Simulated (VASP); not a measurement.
# PbSe (Clausthalite) (Fm-3m) in VASP: further runs

The runs below take PbSe (Clausthalite) through single point, with PBE, PBEsol.

Everything below comes from runs of VASP 6.6.1. Logs are shortened: lines on timing, memory, paths and dates and some standing lists are left out, and cuts for length are marked.

**Measured values to compare with.**

A printed reference work, monograph reports, for a bulk crystal of PbSe: band gap 0.28 eV (direct) at 300 K; band gap 0.15 eV (direct) at 4.2 K.

The runs below are set against these values where they give the same quantity.

**1. The structure**

The structure is cubic, space group Fm-3m (No. 225). Conventional cell: a = 6.121 Å, b = 6.121 Å, c = 6.121 Å, α = 90.00°, β = 90.00°, γ = 90.00°. Pb (site symmetry m-3m) is surrounded by 6 Se at 3.06 Å. Se (site symmetry m-3m) has 6 Pb at 3.06 Å as nearest neighbours.

**2. Single point, PBE**

INCAR reads:

```
SYSTEM = PbSe
ALGO = Normal
EDIFF = 1E-6
ENCUT = 520
GGA = PE
ISIF = 2
ISMEAR = 0
LASPH = .True.
LCHARG = .True.
LELF = .True.
LREAL = .False.
LVHAR = .True.
LWAVE = .False.
NBANDS = 17
NELM = 60
PREC = Accurate
SIGMA = 0.023
```

KPOINTS reads:

```
k-points
0
Gamma
  8 8 8
  0 0 0
```

POSCAR reads:

```
PbSe
1.0
    0.0000000000      3.0606500000      3.0606500000
    3.0606500000      0.0000000000      3.0606500000
    3.0606500000      3.0606500000      0.0000000000
Pb Se
1 1
Direct
    0.0000000000      0.0000000000      0.0000000000
    0.5000000000      0.5000000000      0.5000000000
```

Potentials or basis: VASP PAW PBE potentials, release 64 (Pb_d, Se).

Started as:

```console
cat potpaw_PBE.64/Pb_d/POTCAR potpaw_PBE.64/Se/POTCAR > POTCAR
mpirun -np 1 vasp_std > vasp.out
```

OUTCAR:

```text
SYSTEM = PbSe
   EDIFF = 1E-6
   ENCUT = 520
   GGA = PE
   ISIF = 2
   ISMEAR = 0
   LASPH = .True.
   LREAL = .False.
   NELM = 60
   PREC = Accurate

 ion  position               nearest neighbor table
   1  0.000  0.000  0.000-   2 3.06   2 3.06   2 3.06   2 3.06   2 3.06   2 3.06
   2  0.500  0.500  0.500-   1 3.06   1 3.06   1 3.06   1 3.06   1 3.06   1 3.06

  LATTYP: Found a face centered cubic cell.
 ALAT       =     6.1213000000

  Lattice vectors:

 A1 = (   0.0000000000,   3.0606500000,   3.0606500000)
 A2 = (   3.0606500000,   0.0000000000,   3.0606500000)
 A3 = (   3.0606500000,   3.0606500000,   0.0000000000)

Analysis of symmetry for initial positions (statically):
=====================================================================
 Subroutine PRICEL returns:
 Original cell was already a primitive cell.

 Routine SETGRP: Setting up the symmetry group for a
 face centered cubic supercell.

 Subroutine GETGRP returns: Found 48 space group operations
 (whereof 48 operations were pure point group operations)
 out of a pool of 48 trial point group operations.

The static configuration has the point symmetry O_h .

Analysis of symmetry for dynamics (positions and initial velocities):
=====================================================================
 Subroutine PRICEL returns:
 Original cell was already a primitive cell.

 Routine SETGRP: Setting up the symmetry group for a
 face centered cubic supercell.

 Subroutine GETGRP returns: Found 48 space group operations
 (whereof 48 operations were pure point group operations)
 out of a pool of 48 trial point group operations.

The dynamic configuration has the point symmetry O_h .

 Subroutine INISYM returns: Found 48 space group operations
 (whereof 48 operations are pure point group operations),
 and found     1 'primitive' translations

----------------------------------------------------------------------------------------

                                     Primitive cell

  volume of cell :      57.3418

  direct lattice vectors                    reciprocal lattice vectors
     0.000000000  3.060650000  3.060650000    -0.163363991  0.163363991  0.163363991
     3.060650000  0.000000000  3.060650000     0.163363991 -0.163363991  0.163363991
     3.060650000  3.060650000  0.000000000     0.163363991  0.163363991 -0.163363991

  length of vectors
     4.328412740  4.328412740  4.328412740     0.282954733  0.282954733  0.282954733

  position of ions in fractional coordinates (direct lattice)
     0.000000000  0.000000000  0.000000000
     0.500000000  0.500000000  0.500000000

  ion indices of the primitive-cell ions
   primitive index   ion index
                 1           1
                 2           2

----------------------------------------------------------------------------------------

 KPOINTS: k-points

Automatic generation of k-mesh.
 Grid dimensions read from file:
 generate k-points for:    8    8    8

 Generating k-lattice:

  Cartesian coordinates                     Fractional coordinates (reciprocal lattice)
    -0.020420499  0.020420499  0.020420499     0.125000000  0.000000000  0.000000000
     0.020420499 -0.020420499  0.020420499     0.000000000  0.125000000  0.000000000
     0.020420499  0.020420499 -0.020420499     0.000000000  0.000000000  0.125000000

  Length of vectors
     0.035369342  0.035369342  0.035369342

  Shift w.r.t. Gamma in fractional coordinates (k-lattice)
     0.000000000  0.000000000  0.000000000

 Subroutine IBZKPT returns following result:
 ===========================================

 Found     29 irreducible k-points:

 Following reciprocal coordinates:
            Coordinates               Weight
  0.000000  0.000000  0.000000      1.000000
  0.125000  0.000000  0.000000      8.000000
  0.250000  0.000000  0.000000      8.000000
  0.375000  0.000000  0.000000      8.000000
  0.500000  0.000000  0.000000      4.000000
  0.125000  0.125000  0.000000      6.000000
[... 16 lines left out ...]
  0.500000  0.250000  0.125000     48.000000
 -0.375000  0.250000  0.125000     24.000000
 [... further k-points ...]
   k-points           NKPTS =     29   k-points in BZ     NKDIM =     29   number of bands    NBANDS=     17
   number of dos      NEDOS =    301   number of ions     NIONS =      2
   total plane-waves  NPLWV =  32768
   dimension x,y,z NGX =    32 NGY =   32 NGZ =   32
   dimension x,y,z NGXF=    64 NGYF=   64 NGZF=   64
   ions per type =               1   1
   NGX,Y,Z   is equivalent  to a cutoff of  12.29, 12.29, 12.29 a.u.
   NGXF,Y,Z  is equivalent  to a cutoff of  24.58, 24.58, 24.58 a.u.
 SYSTEM =  PbSe
   PREC   = accura    normal or accurate (medium, high low for compatibility)
   ISTART =      0    job   : 0-new  1-cont  2-samecut
   ICHARG =      2    charge: 1-file 2-atom 10-const
   ISPIN  =      1    spin polarized calculation?
   LNONCOLLINEAR =      F non collinear calculations
   LSORBIT =      F    spin-orbit coupling
   LASPH  =      T    aspherical Exc in radial PAW
   ENCUT  =  520.0 eV  38.22 Ry    6.18 a.u.   8.05  8.05  8.05*2*pi/ulx,y,z
   NELM   =     60;   NELMIN=  2; NELMDL= -5     # of ELM steps
   EDIFF  = 0.1E-05   stopping-criterion for ELM
   LREAL  =      F    real-space projection
   EDIFFG = 0.1E-04   stopping-criterion for IOM
   NSW    =      0    number of steps for IOM
   IBRION =     -1    ionic relax: 0-MD 1-quasi-New 2-CG
   NFREE  =      0    steps in history (QN), initial steepest desc. (CG)
   ISIF   =      2    stress and relaxation
   ISYM   =      2    0-nonsym 1-usesym 2-fastsym
   POTIM  = 0.5000    time-step for ionic-motion
   TEBEG  =    0.0;   TEEND  =   0.0 temperature during run
   PSTRESS=    0.0 pullay stress
   NELECT =      20.0000    total number of electrons
   NUPDOWN=      -1.0000    fix difference up-down
   EMIN   =  10.00;   EMAX   =-10.00  energy-range for DOS
   EFERMI =   0.00;   METHOD = LEGACY
   ISMEAR =     0;   SIGMA  =   0.02  broadening in eV -4-tet -1-fermi 0-gaus
   EFERMI_NEDOS =   21; number of points for ismear=-14 and -15
   IALGO  =     38    algorithm
   IMIX   =      4    mixing-type and parameters
     AMIX     =   0.40;   BMIX     =  1.00
     AMIX_MAG =   1.60;   BMIX_MAG =  1.00
  volume/ion in A,a.u.               =      28.67       193.48
  Fermi-wavevector in a.u.,A,eV,Ry     =   1.152377  2.177676 18.068159  1.327972
  Thomas-Fermi vector in A             =   2.289028
   LORBIT       =      0    0 simple, 1 ext, 2 COOP (PROOUT), +10 PAW based schemes
   GGA     = PE    functional components
   LHFCALC =     F    Hartree Fock is set to
   AEXX    =    0.0000 exact exchange contribution
   IVDW    =     0    specifies the selected vdW correction
   LEPSILON=     F    determine dielectric tensor
   LRPA    =     F    only Hartree local field effects (RPA)
 non-spin polarized calculation
 Gauss-broadening in eV      SIGMA  =   0.02
  energy-cutoff  :      520.00
  volume of cell :       57.34
 maximum number of plane-waves:      1572
   NGX = 17   NGY = 17   NGZ = 17

 number of electron      20.0000000 magnetization

 Free energy of the ion-electron system (eV)
  ---------------------------------------------------
  ext. energy  EPLUGINS =         0.00000000
  ---------------------------------------------------
  free energy    TOTEN  =        -8.17833450 eV

  energy without entropy =       -8.17833450  energy(sigma->0) =       -8.17833450

 E-fermi :   5.2089     XC(G=0):  -9.5302

 val. band max:        5.0697046133   @ k =   0.5000   0.0000   0.0000
 cond. band min:       5.3611558139   @ k =   0.5000   0.0000   0.0000
 fundamental gap:      0.2914512005
 Fermi energy:         5.2088815619

 k-point     1 :       0.0000    0.0000    0.0000
  band No.  band energies     occupation
      1     -11.7675      2.00000
      2     -11.7675      2.00000
      3     -11.7675      2.00000
      4     -11.7635      2.00000
      5     -11.7635      2.00000
      6      -8.5252      2.00000
[... 9 lines left out ...]
     16      11.5849      0.00000
     17      13.2427      0.00000

 k-point     2 :       0.1250    0.0000    0.0000
  band No.  band energies     occupation
      1     -11.7682      2.00000
      2     -11.7682      2.00000
      3     -11.7670      2.00000
      4     -11.7617      2.00000
      5     -11.7617      2.00000
      6      -8.4069      2.00000
[... 9 lines left out ...]
     16      11.9279      0.00000
     17      14.3626      0.00000

 k-point     3 :       0.2500    0.0000    0.0000
  band No.  band energies     occupation
      1     -11.7766      2.00000
      2     -11.7766      2.00000
      3     -11.7658      2.00000
      4     -11.7504      2.00000
      5     -11.7504      2.00000
      6      -8.0818      2.00000
[... 9 lines left out ...]
     16      12.7919      0.00000
     17      16.2797      0.00000

 k-point     4 :       0.3750    0.0000    0.0000
  band No.  band energies     occupation
      1     -11.7851      2.00000
      2     -11.7851      2.00000
      3     -11.7649      2.00000
      4     -11.7388      2.00000
      5     -11.7388      2.00000
      6      -7.6714      2.00000
[... 9 lines left out ...]
     16      14.0857      0.00000
     17      16.5385      0.00000

 k-point     5 :       0.5000    0.0000    0.0000
  band No.  band energies     occupation
      1     -11.7886      2.00000
      2     -11.7886      2.00000
      3     -11.7646      2.00000
      4     -11.7340      2.00000
      5     -11.7340      2.00000
      6      -7.4587      2.00000
[... 9 lines left out ...]
     16      15.2225      0.00000
     17      15.2389      0.00000

 k-point     6 :       0.1250    0.1250    0.0000
  band No.  band energies     occupation
      1     -11.7738      2.00000
      2     -11.7702      2.00000
      3     -11.7614      2.00000
      4     -11.7614      2.00000
      5     -11.7608      2.00000
      6      -8.3656      2.00000
[... 9 lines left out ...]
     16      12.5811      0.00000
     17      13.8624      0.00000

 k-point     7 :       0.2500    0.1250    0.0000
  band No.  band energies     occupation
      1     -11.7867      2.00000
      2     -11.7702      2.00000
      3     -11.7658      2.00000
      4     -11.7541      2.00000
      5     -11.7487      2.00000
      6      -8.1048      2.00000
[... 9 lines left out ...]
     16      13.4709      0.00000
     17      15.1286      0.00000

 k-point     8 :       0.3750    0.1250    0.0000
  band No.  band energies     occupation
      1     -11.7980      2.00000
      2     -11.7743      2.00000
      3     -11.7662      2.00000
      4     -11.7465      2.00000
      5     -11.7371      2.00000
      6      -7.7124      2.00000
[... 9 lines left out ...]
     16      14.6696      0.00000
     17      16.4127      0.00000
[... 203 lines left out ...]
      1     -11.8754      2.00000
      2     -11.7807      2.00000
      3     -11.7500      2.00000
      4     -11.7280      2.00000
      5     -11.7257      2.00000
      6      -7.1499      2.00000
[... 9 lines left out ...]
     16      16.5141      0.00000
     17      16.8172      0.00000

 k-point    20 :      -0.3750    0.3750    0.0000
  band No.  band energies     occupation
      1     -11.8582      2.00000
      2     -11.7697      2.00000
      3     -11.7594      2.00000
      4     -11.7354      2.00000
      5     -11.7289      2.00000
      6      -7.0994      2.00000
[... 9 lines left out ...]
     16      15.3634      0.00000
     17      17.3284      0.00000

 k-point    21 :       0.5000    0.5000    0.0000
  band No.  band energies     occupation
      1     -11.8913      2.00000
      2     -11.7857      2.00000
      3     -11.7446      2.00000
      4     -11.7229      2.00000
      5     -11.7229      2.00000
      6      -7.0890      2.00000
[... 9 lines left out ...]
     16      16.7177      0.00000
     17      17.7046      0.00000

 k-point    22 :       0.3750    0.2500    0.1250
  band No.  band energies     occupation
      1     -11.8034      2.00000
      2     -11.7700      2.00000
      3     -11.7669      2.00000
      4     -11.7464      2.00000
      5     -11.7419      2.00000
      6      -7.8041      2.00000
[... 9 lines left out ...]
     16      14.5927      0.00000
     17      15.0930      0.00000

 k-point    23 :       0.5000    0.2500    0.1250
  band No.  band energies     occupation
      1     -11.8159      2.00000
      2     -11.7729      2.00000
      3     -11.7633      2.00000
      4     -11.7433      2.00000
      5     -11.7356      2.00000
      6      -7.4428      2.00000
[... 9 lines left out ...]
     16      15.0172      0.00000
     17      16.1219      0.00000

 k-point    24 :      -0.3750    0.2500    0.1250
  band No.  band energies     occupation
      1     -11.8205      2.00000
      2     -11.7760      2.00000
      3     -11.7568      2.00000
      4     -11.7469      2.00000
      5     -11.7319      2.00000
      6      -7.2659      2.00000
[... 9 lines left out ...]
     16      15.9114      0.00000
     17      15.9961      0.00000

 [... further k-points ...]

------------------------ aborting loop because EDIFF is reached ----------------------------------------

  FORCE on cell =-STRESS in cart. coord.  units (eV):
  Direction    XX          YY          ZZ          XY          YZ          ZX
  --------------------------------------------------------------------------------------
  -------------------------------------------------------------------------------------
  Total        0.8595970      0.8595970      0.8595970      0.0000000      0.0000000     -0.0000000
  in kB       24.0178682     24.0178682     24.0178682      0.0000000      0.0000000     -0.0000000
  external PRESSURE =      24.0178682 kB  Pullay stress =       0.0000000 kB

 VOLUME and BASIS-vectors are now :
 -----------------------------------------------------------------------------
  energy-cutoff  :      520.00
  volume of cell :       57.34
      direct lattice vectors                 reciprocal lattice vectors
     0.000000000  3.060650000  3.060650000    -0.163363991  0.163363991  0.163363991
     3.060650000  0.000000000  3.060650000     0.163363991 -0.163363991  0.163363991
     3.060650000  3.060650000  0.000000000     0.163363991  0.163363991 -0.163363991

 POSITION                                       TOTAL-FORCE (eV/Angst)
 -----------------------------------------------------------------------------------
      0.00000      0.00000      0.00000         0.000000      0.000000      0.000000
      3.06065      3.06065      3.06065         0.000000     -0.000000      0.000000
 -----------------------------------------------------------------------------------
    total drift:                                0.000000     -0.000000     -0.000000

  FREE ENERGIE OF THE ION-ELECTRON SYSTEM (eV)
  ---------------------------------------------------
  free  energy   TOTEN  =        -8.1783345016 eV

  energy  without entropy=       -8.1783345016  energy(sigma->0) =       -8.17833450
```

It took 10 s on 1 thread of Intel Xeon 6975P-C (Granite Rapids), shared host; peak memory 0.19 GiB.

What came out:

```
Free energy            : -8.1783 eV
Pressure               : 2.4 GPa
Band gap on the k mesh : 0.29 eV, direct
```

Levels at points of the mesh, in eV from the valence-band top:
| k point | band 6 | band 7 | band 8 | band 9 | band 10 | band 11 | band 12 | band 13 | band 14 | band 15 |
| --- | --- | --- | --- | --- | --- | --- | --- | --- | --- | --- |
| (0.00, 0.00, 0.00) | -13.59 | -6.30 | -1.88 | -1.88 | -1.88 | 4.71 | 4.71 | 4.71 | 6.52 | 6.52 |
| (0.50, 0.00, 0.00) | -12.53 | -8.80 | -1.47 | -1.47 | 0.00 | 0.29 | 1.70 | 1.70 | 8.55 | 10.15 |
| (0.50, 0.50, 0.00) | -12.16 | -7.38 | -4.98 | -3.24 | -3.24 | 3.69 | 5.61 | 5.61 | 6.05 | 11.29 |

Caveat: spin-orbit coupling is left out, which as a rule narrows the gap of such compounds by several tenths of an eV.

**3. Single point, PBEsol**

INCAR reads:

```
SYSTEM = PbSe
PREC     = Accurate       ! precision mode
ENCUT    = 520            ! plane-wave cutoff, eV
EDIFF    = 1E-6           ! SCF threshold, eV
ISMEAR   = 0              ! smearing method
SIGMA    = 0.02           ! smearing width, eV
LREAL    = .False.        ! projectors in reciprocal space
LASPH    = .True.         ! aspherical terms in the spheres
NELM     = 100            ! most SCF steps
ALGO     = Normal         ! electronic algorithm
ISIF     = 2              ! what is computed and relaxed
LWAVE    = .False.        ! write WAVECAR
LCHARG   = .True.         ! write CHGCAR
GGA      = PS             ! functional
LELF     = .True.         ! ELF
LVHAR    = .True.       
NBANDS   = 17             ! bands
```

KPOINTS reads:

```
regular mesh
0
Gamma
  8 8 8
  0 0 0
```

POSCAR, as its differences from that of step 2:

```diff
@@ -7,4 +7,4 @@
 1 1
-Direct
+Cartesian
     0.0000000000      0.0000000000      0.0000000000
-    0.5000000000      0.5000000000      0.5000000000
+    3.0606500000      3.0606500000      3.0606500000
```

Potentials or basis: VASP PAW PBE potentials, release 64 (Pb_d, Se).

Started as:

```console
cat potpaw_PBE.64/Pb_d/POTCAR potpaw_PBE.64/Se/POTCAR > POTCAR
mpirun -np 1 vasp_std > vasp.out
```

OUTCAR:

```text
SYSTEM = PbSe
   PREC = Accurate
   ENCUT = 520
   EDIFF = 1E-6
   ISMEAR = 0
   LREAL = .False.
   LASPH = .True.
   NELM = 100
   ISIF = 2
   GGA = PS

 ion  position               nearest neighbor table
   1  0.000  0.000  0.000-   2 3.06   2 3.06   2 3.06   2 3.06   2 3.06   2 3.06
   2  0.500  0.500  0.500-   1 3.06   1 3.06   1 3.06   1 3.06   1 3.06   1 3.06

  LATTYP: Found a face centered cubic cell.
 ALAT       =     6.1213000000

  Lattice vectors:

 A1 = (   0.0000000000,   3.0606500000,   3.0606500000)
 A2 = (   3.0606500000,   0.0000000000,   3.0606500000)
[... 769 lines left out ...]

  FORCE on cell =-STRESS in cart. coord.  units (eV):
  Direction    XX          YY          ZZ          XY          YZ          ZX
  --------------------------------------------------------------------------------------
  -------------------------------------------------------------------------------------
  Total       -0.1785819     -0.1785819     -0.1785819     -0.0000000     -0.0000000      0.0000000
  in kB       -4.9897298     -4.9897298     -4.9897298     -0.0000000     -0.0000000      0.0000000
  external PRESSURE =      -4.9897298 kB  Pullay stress =       0.0000000 kB

 VOLUME and BASIS-vectors are now :
 -----------------------------------------------------------------------------
  energy-cutoff  :      520.00
  volume of cell :       57.34
      direct lattice vectors                 reciprocal lattice vectors
     0.000000000  3.060650000  3.060650000    -0.163363991  0.163363991  0.163363991
     3.060650000  0.000000000  3.060650000     0.163363991 -0.163363991  0.163363991
     3.060650000  3.060650000  0.000000000     0.163363991  0.163363991 -0.163363991

 POSITION                                       TOTAL-FORCE (eV/Angst)
 -----------------------------------------------------------------------------------
      0.00000      0.00000      0.00000         0.000000     -0.000000     -0.000000
      3.06065      3.06065      3.06065         0.000000      0.000000      0.000000
 -----------------------------------------------------------------------------------
    total drift:                                0.000000     -0.000000     -0.000000

  FREE ENERGIE OF THE ION-ELECTRON SYSTEM (eV)
  ---------------------------------------------------
  free  energy   TOTEN  =        -8.9169537622 eV

  energy  without entropy=       -8.9169537622  energy(sigma->0) =       -8.91695376
```

Wall time 19 s (1 thread of Intel Xeon Platinum 8488C (Sapphire Rapids), shared host); peak memory 0.18 GiB.

What came out:

```yaml
Free_energy: -8.9170 eV
Pressure: -0.5 GPa
Band_gap_on_the_k_mesh: 0.20 eV, direct
```

Caveat: the PAW data sets were made with another functional, which shifts forces and pressure a little; spin-orbit coupling is left out, which as a rule narrows the gap of such compounds by several tenths of an eV.

(Part 1 of 2 ends here.)
